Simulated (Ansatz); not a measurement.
Here is an Ansatz 0.2.0 calculation.

File input.yaml:

```yaml
crystal:
  lattice:
    - [3.9975858431, 0.0, 0.0]
    - [-1.9987929216, 3.462010894, 0.0]
    - [0.0, 0.0, 6.59937795]
  atoms:
    - { symbol: Ge, position: [0.3333333333, 0.6666666667, 0.93709875] }
    - { symbol: Ge, position: [0.6666666667, 0.3333333333, 0.43709875] }
    - { symbol: Ge, position: [0.3333333333, 0.6666666667, 0.56290125] }
    - { symbol: Ge, position: [0.6666666667, 0.3333333333, 0.06290125] }
kpoints:
  mp_grid: { grid: [8, 8, 4] }
  band_path:
    path:
      - [0.0, 0.0, 0.0]
      - [0.5, 0.0, 0.0]
      - [0.3333333333, 0.3333333333, 0.0]
      - [0.0, 0.0, 0.0]
      - [0.0, 0.0, 0.5]
      - [0.5, 0.0, 0.5]
      - [0.3333333333, 0.3333333333, 0.5]
      - [0.0, 0.0, 0.5]
    npoints: 8
scf:
  occupations: { method: fermi_dirac, width: 0.05 }
hamiltonian:
  xc: pbesol
  pseudopotentials: { kind: all_electron, lapw: { basis_error: 0.002 } }
output:
  forces: true
  stress: true
  eigenvalues: true
```

Potentials or basis: all-electron LAPW, scalar-relativistic.

Run with:

```sh
$ ansatz run input.yaml --threads 2 --pin off --max-ram 8192MiB --backend cpu --events-out ev --progress --plain --runs-dir out
```

Task: What does it give for the pressure?

Result: 0.0 GPa.

Task: Predict the largest force.

Result: 0.005 eV/Å.

Task: Predict the band gap along the path.

Result: None (metal or under the smearing width).

Stress tensor (GPa, compression positive):
```
 0.08  0.00  0.00
 0.00  0.08  0.00
 0.00  0.00 -0.23
```
